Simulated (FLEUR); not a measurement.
Runs of FLEUR MaX-R8.1 (later development tree) on ZnO (zincite). It takes space group P6_3mc (No. 186, hexagonal). The conventional cell has a = 3.249 Å, b = 3.249 Å, c = 5.206 Å, α = 90.00°, β = 90.00°, γ = 120.00°. Around Zn (site symmetry 3m) lie 4 O at 1.97 to 1.98 Å. Around O (site symmetry 3m) lie 4 Zn at 1.97 to 1.98 Å. 

```csv
task,level,gmax,muffin-tin radii,lnonsphr,max iterations,mixing factor,kmax,gap on the mesh (eV),V0 of scaled cells (Å³/atom),B0 (GPa)
equation of state,PBEsol,16 1/bohr,"Zn 1.9, O 1.45 bohr","Zn 8, O 8",-,-,5.16 1/bohr,-,11.77,145
band structure,r2SCAN,15.5 1/bohr,"Zn 1.96, O 1.5 bohr","Zn 8, O 8",80,0.05,5 1/bohr,(b),-,-
band structure,PBEsol,15.5 1/bohr,"Zn 1.96, O 1.5 bohr",-,60,0.05,5 1/bohr,0.72,-,-
band structure,SCAN,15.5 1/bohr,"Zn 1.96, O 1.5 bohr",-,60,0.05,5 1/bohr,1.21,-,-
equation of state,SCAN,16 1/bohr,"Zn 1.9, O 1.45 bohr",-,-,-,5.16 1/bohr,-,11.73,151
equation of state,PBEsol,16 1/bohr,"Zn 1.9, O 1.45 bohr",-,-,-,5.16 1/bohr,-,11.77,145
band structure,LDA,15.5 1/bohr,"Zn 1.96, O 1.5 bohr","Zn 8, O 8",60,0.05,5 1/bohr,0.75,-,-
single point,PBE,16 1/bohr,"Zn 1.9, O 1.45 bohr",-,60,0.05,5.16 1/bohr,(a),-,-
```

Alike in all rows: potentials or basis all-electron, FLAPW; no spin polarisation; cell as given; k mesh 9 × 9 × 5; smearing fermi-dirac 0.05 eV.

Fill in the values left out.

(a) 0.82; (b) 1.25.

Caveats: the cell was scaled at fixed shape and fractional positions, which overstates the stiffness of a crystal with free parameters, most of all of layers and chains (some runs); the meta-GGA is that of a development version, with a GGA for the radial functions and cores and without core tails (some runs); an odd mesh through Γ misses points on the zone boundary, where band edges often lie (some runs).

Not every run made on this cell is shown here.
